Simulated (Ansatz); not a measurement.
BaTe in the rocksalt structure, relaxed with r2SCAN: 6 runs in the plane-wave code Ansatz, each a calculation of independent-particle optics. Space group Fm-3m (No. 225), cubic; conventional cell a = 7.065 Å, 44.08 Å³ an atom. Ba has 6 Te at 3.53 Å; Te has 6 Ba at 3.53 Å. The values are computed, non-magnetic, and not measurements.

```
CELL_PARAMETERS angstrom
0.00000 3.53239 3.53239
3.53239 0.00000 3.53239
3.53239 3.53239 0.00000
ATOMIC_POSITIONS crystal
Ba 0.00000 0.00000 0.00000
Te 0.50000 0.50000 0.50000
```

On meshes this coarse, single peaks can be features of the mesh. No local fields, no excitons; the zone sum runs over the cells of the mesh, and ε∞ includes the bands left out of the spectrum. Up to four peaks are listed, those above 15 % of the tallest and inside the complete range; the four can differ from row to row. Rows marked drawn have settings drawn at random (some not listed).

```json
{"functional": "PBE", "k mesh": "6×6×6", "broadening (eV)": "0.1", "scissors (eV)": "0.00", "range (eV)": "0–13", "settings": "chosen", "direct gap on the mesh before scissors (eV)": "2.01", "ε∞ xx": "6.46", "ε∞ yy": "6.46", "ε∞ zz": "6.46", "complete up to (eV)": "13.0", "tallest peaks of mean ε₂ (eV)": "4.95 5.45 8.25 10.45"}
{"functional": "r2SCAN", "k mesh": "6×6×6", "broadening (eV)": "0.1", "scissors (eV)": "0.00", "range (eV)": "0–13", "settings": "chosen", "direct gap on the mesh before scissors (eV)": "2.36", "ε∞ xx": "5.61", "ε∞ yy": "5.61", "ε∞ zz": "5.61", "complete up to (eV)": "13.0", "tallest peaks of mean ε₂ (eV)": "5.50 6.00 6.80 8.90"}
{"functional": "LDA", "k mesh": "6×6×6", "broadening (eV)": "0.1", "scissors (eV)": "0.00", "range (eV)": "0–13", "settings": "chosen", "direct gap on the mesh before scissors (eV)": "1.89", "ε∞ xx": "6.78", "ε∞ yy": "6.78", "ε∞ zz": "6.78", "complete up to (eV)": "13.0", "tallest peaks of mean ε₂ (eV)": "3.05 4.85 5.35 5.90"}
{"functional": "PBE", "k mesh": "6×6×6", "broadening (eV)": "0.1", "scissors (eV)": "0.74 (to HSE06)", "range (eV)": "0–13", "settings": "chosen", "direct gap on the mesh before scissors (eV)": "2.01", "ε∞ xx": "5.70", "ε∞ yy": "5.70", "ε∞ zz": "5.70", "complete up to (eV)": "13.0", "tallest peaks of mean ε₂ (eV)": "5.70 6.20 9.00 11.20"}
{"functional": "PBE+SOC", "k mesh": "6×6×6", "broadening (eV)": "0.1", "scissors (eV)": "0.00", "range (eV)": "0–13", "settings": "chosen", "direct gap on the mesh before scissors (eV)": "1.74", "ε∞ xx": "6.54", "ε∞ yy": "6.54", "ε∞ zz": "6.54", "complete up to (eV)": "13.0", "tallest peaks of mean ε₂ (eV)": "4.85 5.30 5.80 8.25"}
{"functional": "PBEsol", "k mesh": "4×4×4", "broadening (eV)": "0.05", "scissors (eV)": "0.60", "range (eV)": "2–30", "settings": "drawn", "direct gap on the mesh before scissors (eV)": "1.92", "ε∞ xx": "6.00", "ε∞ yy": "6.00", "ε∞ zz": "6.00", "complete up to (eV)": "30.0", "tallest peaks of mean ε₂ (eV)": "5.40 6.00 17.60 18.00"}
```

The fundamental gap is indirect (1.65 eV with PBE on 6×6×6); the table holds the direct one.

Only the levels marked +SOC include spin-orbit coupling.
